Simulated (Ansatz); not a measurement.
A 2-atom cell of AlP (F-43m) from a materials database, relaxed with r2SCAN: the symmetry is F-43m (No. 216, cubic); a = 5.479 Å in the conventional setting, 20.55 Å³ an atom. Al has 4 P at 2.37 Å; P has 4 Al at 2.37 Å. One-shot G0W0@PBE in Ansatz 0.2.0 on a 6×6×6 mesh (contour deformation, no spin-orbit coupling), from a PBE gap of 1.599 eV over the mesh points (the G0W0 gap is indirect on the mesh); the number N of bands summed and the screening cutoff rise together. Spin-unpolarised throughout; all numbers are computed.

| N | cutoff (eV) | 1000/N | G0W0 gap (eV) |
| --- | --- | --- | --- |
| 126 | 120 | 7.937 | 2.306 |
| 308 | 220 | 3.247 | 2.398 |

Task: Lay a straight line in 1000/N through these rows.

Result: The slope is -0.0196 eV per unit of 1000/N and the intercept 2.462 eV.

Task: Predict the gap at N = 563 (300 eV).

Result: 2.462 + (-0.0196) × 1.776 = 2.427 eV; the run gives 2.420 eV, -0.007 eV from the line.

Task: With that run's result added, what limit do the last two rows suggest?

Result: Their slope is (2.420 − 2.398)/(1.776 − 3.247) = -0.0150, which meets 1/N = 0 at 2.45 eV, against 2.462 eV from the first line. The slope flattens, so the first line overshoots; the k mesh isn't extrapolated.
